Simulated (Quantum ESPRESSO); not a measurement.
PbS:

```
CELL_PARAMETERS angstrom
2.07995 -5.99130 0.00000
2.07995 5.99130 0.00000
0.00000 0.00000 4.27932
ATOMIC_POSITIONS crystal
Pb 0.13056 0.86944 0.25000
Pb 0.86944 0.13056 0.75000
S 0.35480 0.64520 0.25000
S 0.64520 0.35480 0.75000
```

Measurements of this composition are mostly on another form, of space group No. 225.

| Quantity | Value |
| --- | --- |
| Program | Quantum ESPRESSO 7.5 |
| Task | phonons |
| Functional | AM05 |
| Potentials or basis | PseudoDojo 0.4.1 SR PBE standard |
| Cutoff | 762 eV |
| Density cutoff | 3048 eV |
| k mesh | 4 × 4 × 4, shifted |
| Occupations | fermi-dirac, width 0.05 eV |
| Spin | no spin polarisation |
| Mixing beta | 0.5 |
| Most SCF iterations | 120 |
| SCF threshold | 8e-10 Ry |

The atoms were relaxed first, and the response was taken there.

The first run showed a gap, so the response started from a second, tighter run with fixed occupations.

Problem. Where do the zone-centre optical modes lie?

Solution. B1u at 37i cm⁻¹ (IR); B1g at 29 cm⁻¹ (Raman); B2g at 37 cm⁻¹ (Raman); B2u at 58 cm⁻¹ (IR); Ag at 66 cm⁻¹ (Raman); B2g at 130 cm⁻¹ (Raman); B1g at 139 cm⁻¹ (Raman); Ag at 202 cm⁻¹ (Raman); B3u at 202 cm⁻¹ (IR). Polar modes are given without the macroscopic field (transverse values). Imaginary frequencies mark an instability of this cell.

Optical modes at Γ, degenerate ones joined, polar ones without the macroscopic field:
| cm⁻¹ | components | symmetry | active in | IR intensity, summed ((D/Å)²/amu) |
| --- | --- | --- | --- | --- |
| 37i | 1 | B1u | IR | 33.10 |
| 29 | 1 | B1g | Raman | 0.00 |
| 37 | 1 | B2g | Raman | 0.00 |
| 58 | 1 | B2u | IR | 34.07 |
| 66 | 1 | Ag | Raman | 0.00 |
| 130 | 1 | B2g | Raman | 0.00 |
| 139 | 1 | B1g | Raman | 0.00 |
| 202 | 1 | Ag | Raman | 0.00 |
| 202 | 1 | B3u | IR | 10.88 |

Caveat: some modes are imaginary; the shifted mesh misses Γ, where the gap is smaller or closed, so treating the crystal as an insulator may be wrong and the dielectric response too small.
